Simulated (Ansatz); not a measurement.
GaCo in Ansatz: the effect of target pressure

GaCo:

```
Ga Co
1.0
     2.87800    0.00000    0.00000
     0.00000    2.87800    0.00000
     0.00000    0.00000    2.87800
Ga Co
1 1
Direct
  0.50000 0.50000 0.50000
  0.00000 0.00000 0.00000
```

Alike in all runs:

| Property | Result |
| --- | --- |
| Program | Ansatz 0.2.0 |
| Task | relaxation of cell and atoms |
| Functional | r2SCAN |
| Potentials or basis | Ansatz PAW |
| Cutoff | 500 eV (not typed: the program's choice for these potentials) |
| k mesh | 9 × 9 × 9 |
| Occupations | fermi-dirac, width 0.05 eV |
| Spin | collinear spin, ferromagnetic start |
| Starting moments | [0.0, 2.0] μB |

Each run relaxes the cell or the atoms first.

| target pressure | relaxed volume (Å³/atom) | moment (μB) |
| --- | --- | --- |
| 0 GPa | 11.58 | 0.38 |
| 2 GPa | 11.47 | 0.37 |
| 5 GPa | 11.30 | 0.35 |
| 10 GPa | 11.05 | 0.31 |
| 20 GPa | 10.63 | 0.28 |
| 30 GPa | ? | ? |

Problem. What does the run with target pressure 30 GPa give?

Solution. Relaxed volume 10.29 Å³/atom; moment 0.26 μB.

Worked out: In Murnaghan's law V^(-B') rises as a straight line in P. The other rows fit best with B' = 4.6, V0 = 11.58 Å³/atom and B0 = 190 GPa, which gives 10.29 Å³/atom at 30 GPa, against the run's 10.29. A parabola through the other rows of the moment, of slope 0.00149 μB per GPa there, extrapolates to 0.28 μB, against the run's 0.26.

Caveats: the magnetic or orbital state may not be the lowest; the plane-wave basis is chosen anew once the cell has moved, so the energies of steps on either side of that aren't comparable; the PAW data sets come from PBE, with cores solved anew for the run's functional, which leaves a small shift of forces and pressure.
